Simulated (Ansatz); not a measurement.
TiPbO3, space group Pm-3m, the orbital character of the bands

With Ansatz's Python interface.

Notebook, run cell by cell (the value of a cell's last expression is shown):

In [1]:
```python
from pathlib import Path

import ansatz as az
import pandas as pd
```

In [2]:
```python
tipbo3 = (
    az.Lattice.of([3.9639, 0.0, 0.0], [0.0, 3.9639, 0.0], [0.0, 0.0, 3.9639])
    .atom("Ti", [0.5, 0.5, 0.5])
    .atom("Pb", [0.0, 0.0, 0.0])
    .atom("O", [0.0, 0.5, 0.5])
    .atom("O", [0.5, 0.0, 0.5])
    .atom("O", [0.5, 0.5, 0.0])
)
```

In [3]:
```python
len(tipbo3.resolved().sites)
```
Out [3]:
```text
5
```

In [4]:
```python
points = {"G": (0.0, 0.0, 0.0), "X": (0.0, 0.5, 0.0), "M": (0.5, 0.5, 0.0), "R": (0.5, 0.5, 0.5)}
calc = (
    tipbo3.calculation()
    .kpoints(4)
    .occupations("fermi_dirac", width=20 * az.meV)
    .band_structure(list(points.values()), intervals=1)
    .fat_bands()
)
def show(event):
    row = event["data"]
    if event["event"] == "scf_iter" and row.get("harris_foulkes_ev") is not None:
        print(f"  iteration {row['iter']:3d}  Harris-Foulkes {row['harris_foulkes_ev']:.5f} eV  residual {row['dr2_ev']:.2e}")
```

In [5]:
```python
done = calc.session().plan().execute(on_event=show)
report = done.report
```
```text
DeckWarning: basis.ecutwfc = 420 eV, auto-derived from the records' recommended cutoffs: set by Ti (normal level)
  iteration   1  Harris-Foulkes -16112.31708 eV  residual 7.14e-04
  iteration   2  Harris-Foulkes -16112.31722 eV  residual 2.63e-04
  iteration   3  Harris-Foulkes -16112.31729 eV  residual 1.79e-05
  iteration   4  Harris-Foulkes -16112.31729 eV  residual 6.90e-07
  iteration   5  Harris-Foulkes -16112.31729 eV  residual 2.82e-08
  iteration   6  Harris-Foulkes -16112.31729 eV  residual 1.32e-09
```

In [6]:
```python
{key: value for key, value in report.items() if isinstance(value, (int, float)) and "ev" in key}
```
Out [6]:
```text
{'gap_by_band_count_ev': 1.6344818164276411,
 'fermi_energy_ev': 11.33712666698521,
 'harris_foulkes_ev': -16112.317289945713,
 'free_energy_ev': -16112.317289947243,
 'internal_energy_ev': -16112.317289947243,
 'lagrangian_ev': -16112.317289947243,
 'energy_sigma0_ev': -16112.317289947243,
 'lagrangian_sigma0_ev': -16112.317289947243,
 'lagrangian_above_aufbau_ev': -5.235898099393632e-19,
 'entropy_ts_ev': 5.235898099393632e-19,
 'loop_fermi_energy_ev': 11.337126666985625,
 'occupations_fermi_energy_ev': 11.33712666698521}
```

In [7]:
```python
file = Path(done.write_results("results")) / "fatbands.tsv"
names = file.read_text().splitlines()[0].lstrip("# ").split("\t")
table = pd.read_csv(file, sep="\t", comment="#", names=names)
near = table[table.e_minus_ef.abs() < 4]
for ik, label in enumerate(points):
    print(label)
    for _, row in near[near.ik == ik].iterrows():
        main = row[names[4:]].astype(float).nlargest(2)
        print(f"   band {int(row.band):3d} {row.e_minus_ef:7.3f} eV  " + ", ".join(f"{k} {v:.2f}" for k, v in main.items()))
```
```text
G
   band  16  -2.239 eV  o4_l1_2P 0.49, o2_l1_2P 0.46
   band  17  -2.239 eV  o3_l1_2P 0.49, o2_l1_2P 0.49
   band  18  -2.239 eV  o4_l1_2P 0.49, o3_l1_2P 0.46
   band  19  -1.759 eV  o2_l1_2P 0.46, o4_l1_2P 0.32
   band  20  -1.759 eV  o4_l1_2P 0.48, o2_l1_2P 0.32
   band  21  -1.759 eV  o3_l1_2P 0.63, o2_l1_2P 0.17
   band  22   0.830 eV  ti0_l2_3D 1.00, pb1_l2_5D 0.00
   band  23   0.830 eV  ti0_l2_3D 1.00, pb1_l2_5D 0.00
   band  24   0.830 eV  ti0_l2_3D 1.00, pb1_l2_5D 0.00
   band  25   2.915 eV  ti0_l2_3D 0.83, o2_l0_2S 0.08
   band  26   2.915 eV  ti0_l2_3D 0.83, o3_l0_2S 0.08
X
   band  14  -3.908 eV  o3_l1_2P 0.68, ti0_l2_3D 0.23
   band  15  -3.908 eV  o3_l1_2P 0.68, ti0_l2_3D 0.23
   band  16  -3.546 eV  o4_l1_2P 0.54, o2_l1_2P 0.42
   band  17  -3.546 eV  o2_l1_2P 0.54, o4_l1_2P 0.42
   band  18  -2.470 eV  o2_l1_2P 0.49, o4_l1_2P 0.49
   band  19  -1.736 eV  o4_l1_2P 0.57, o2_l1_2P 0.41
   band  20  -1.736 eV  o2_l1_2P 0.57, o4_l1_2P 0.41
   band  21  -0.805 eV  o2_l1_2P 0.38, o4_l1_2P 0.38
   band  22   0.836 eV  ti0_l2_3D 1.00, ti0_l0_3S 0.00
   band  23   1.954 eV  pb1_l1_6P 0.75, o2_l0_2S 0.09
   band  24   2.454 eV  ti0_l2_3D 0.76, o3_l1_2P 0.23
   band  25   2.454 eV  ti0_l2_3D 0.76, o3_l1_2P 0.23
   band  26   2.918 eV  ti0_l2_3D 0.85, o2_l0_2S 0.06
M
   band  15  -3.779 eV  o4_l1_2P 0.72, pb1_l1_6P 0.23
   band  16  -3.779 eV  o4_l1_2P 0.72, pb1_l1_6P 0.23
   band  17  -3.393 eV  o3_l1_2P 0.69, ti0_l2_3D 0.24
   band  18  -3.393 eV  o2_l1_2P 0.69, ti0_l2_3D 0.24
   band  19  -2.870 eV  o4_l1_2P 0.96, ti0_l1_3P 0.02
   band  20  -2.327 eV  pb1_l0_6S 0.41, o2_l1_2P 0.21
   band  21  -1.101 eV  o2_l1_2P 0.50, o3_l1_2P 0.50
   band  22   2.474 eV  ti0_l2_3D 0.75, o2_l1_2P 0.23
   band  23   2.474 eV  ti0_l2_3D 0.75, o3_l1_2P 0.23
   band  24   3.120 eV  ti0_l2_3D 0.69, o2_l1_2P 0.13
   band  25   3.850 eV  ti0_l2_3D 0.75, o4_l0_2S 0.12
R
   band  19  -1.143 eV  o2_l1_2P 0.50, o3_l1_2P 0.40
   band  20  -1.143 eV  o4_l1_2P 0.46, o3_l1_2P 0.37
   band  21  -1.143 eV  o4_l1_2P 0.43, o2_l1_2P 0.33
   band  22   2.780 eV  ti0_l2_3D 0.76, pb1_l1_6P 0.16
   band  23   2.780 eV  ti0_l2_3D 0.76, pb1_l1_6P 0.16
   band  24   2.780 eV  ti0_l2_3D 0.76, pb1_l1_6P 0.16
```

Total energies depend on the potentials; only differences at equal settings carry meaning. A total without «per atom» is that of the cell as typed. The run is spin-unpolarised. Spin-orbit coupling, left out here, can change this gap by several tenths of an eV, and inverted bands can meet off the mesh. The computed bands are complete only to about 2.9 eV above the Fermi level. An absolute Fermi energy rests on an arbitrary zero of the periodic potential and has no direct meaning. Of the deposited cell: it was measured well above room temperature. In a crystal with a gap the Fermi level's place inside it depends on smearing and mesh. No functional is typed, so the default, PBE, holds. The structure is a deposited one; some such entries were measured under pressure or heat, so a shift against it needn't be the functional's error alone. Gaps and levels are Kohn-Sham values on a finite set of k-points, without spin-orbit coupling. Warnings are shown shortened and without file and line. Energies are less the Fermi level and bands count from 0. Only the largest channels are printed, equivalent atoms hold more, and in degenerate sets the split between sites is arbitrary; shells that the potentials lack have no channel. The whole script took 2.5 s on 1 thread of Intel(R) Xeon(R) Platinum 8259CL CPU @ 2.50GHz (Skylake/Cascade Lake), on a shared host, peak memory 0.44 GiB.

(Lines on the test bed's own set-up are left out of the output.)
